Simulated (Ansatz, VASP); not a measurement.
# One calculation of NaCl, two programs

INCAR

```
SYSTEM = NaCl
PREC = Accurate
ENCUT = 520
EDIFF = 1E-7
ISMEAR = 0
SIGMA = 0.05
LREAL = .False.
LASPH = .True.
NELM = 60
ALGO = Normal
ISIF = 2
LWAVE = .False.
LCHARG = .False.
GGA = PE
NBANDS = 14
```

Contents of KPOINTS:

```
regular mesh
0
Gamma
  6 6 6
  0 0 0
```

File POSCAR:

```
NaCl
1.0
    3.5021900000      0.0000000000      0.0000000000
    0.0000000000      3.5021900000      0.0000000000
    0.0000000000      0.0000000000      3.5897447500
Na Cl
1 1
Direct
    0.0000000000      0.0000000000      0.0000000000
    0.5000000000      0.5000000000      0.5000000000
```

Input for Ansatz:

```yaml
crystal:
  lattice:
    - [3.50219, 0.0, 0.0]
    - [0.0, 3.50219, 0.0]
    - [0.0, 0.0, 3.58974475]
  atoms:
    - { symbol: Na, position: [0.0, 0.0, 0.0] }
    - { symbol: Cl, position: [0.5, 0.5, 0.5] }
basis:
  ecutwfc: 420
kpoints:
  mp_grid: { grid: [6, 6, 6] }
hamiltonian:
  xc: pbe
scf:
  occupations: { method: gaussian, width: 0.05 }
output:
  forces: true
  stress: true
  eigenvalues: true
```

Change from the starting cell: strain +0.000 along x and y, +0.025 along z, atoms carried along.

Alike in both runs: task single point; functional PBE; k mesh 6 × 6 × 6; occupations gaussian, width 0.05 eV; no spin polarisation.

|  | VASP | Ansatz |
| --- | --- | --- |
| version | VASP 6.6.1 | Ansatz 0.2.0 |
| potentials or method | VASP PAW PBE potentials, release 64 (Na_pv, Cl) | scalar-relativistic, plane waves, PAW |
| plane-wave cutoff (eV) | 520 | 420 |
| valence electrons in the cell | 14 | 16 |

|  | VASP | Ansatz | Ansatz less VASP |
| --- | --- | --- | --- |
| gap on the k mesh at the Fermi level (eV) | 3.84 | 3.84 | 0.000 |
| least direct gap on the mesh (eV) | 4.29 | 4.29 | 0.000 |
| pressure (GPa) | -0.5 | -0.5 | +0.05 |
| largest component of the traceless stress (GPa) | 1.19 | 1.19 | +0.002 |

The functional is the same, so the differences come from potentials, cutoffs and numerics. The two sets of potentials don't hold the same shells in valence.

A k mesh can miss the band edges.
